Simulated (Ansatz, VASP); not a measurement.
**One calculation of ZnSe, two programs**

The input INCAR:

```
ALGO = Normal ; EDIFF = 1E-7
ENCUT = 520 ; GGA = PE
ISIF = 2 ; ISMEAR = 0
LASPH = True ; LCHARG = False
LREAL = False ; LWAVE = False
NBANDS = 16 ; NELM = 100
PREC = Accurate ; SIGMA = 0.05
```

KPOINTS

```
k-points
0
Gamma
  8 8 8
```

Contents of POSCAR:

```
ZnSe
1.0
    0.0000000000      3.0951937515      3.0951937515
    3.0951937515      0.0000000000      3.0951937515
    3.0951937515      3.0951937515      0.0000000000
Zn Se
1 1
Direct
    0.0000000000      0.0000000000      0.0000000000
    0.7500000000      0.7500000000      0.7500000000
```

Input for Ansatz:

```yaml
crystal:
  lattice:
    - [0.0, 3.0951937515, 3.0951937515]
    - [3.0951937515, 0.0, 3.0951937515]
    - [3.0951937515, 3.0951937515, 0.0]
  atoms:
    - { symbol: Zn, position: [0.0, 0.0, 0.0] }
    - { symbol: Se, position: [0.75, 0.75, 0.75] }
basis:
  ecutwfc: 420
kpoints:
  mp_grid: { grid: [8, 8, 8] }
hamiltonian:
  xc: pbe
scf:
  occupations: { method: gaussian, width: 0.05 }
output:
  forces: true
  stress: true
  eigenvalues: true
```

Change from the starting cell: strain +0.080 along x and y, +0.080 along z, atoms carried along.

Alike in both runs: task single point; functional PBE; k mesh 8 × 8 × 8; occupations gaussian, width 0.05 eV; no spin polarisation.

|  | VASP | Ansatz |
| --- | --- | --- |
| version | VASP 6.6.1 | Ansatz 0.2.0 |
| potentials or method | VASP PAW PBE potentials, release 64 (Zn, Se) | scalar-relativistic, plane waves, PAW |
| plane-wave cutoff (eV) | 520 | 420 |
| valence electrons in the cell | 18 | 28 |

```tsv
	VASP	Ansatz	Ansatz less VASP
gap on the k mesh at the Fermi level (eV)	0.34	0.35	+0.003
least direct gap on the mesh (eV)	0.34	0.35	+0.003
pressure (GPa)	-7.6	-7.7	-0.07
```

The two sets of potentials don't hold the same shells in valence.
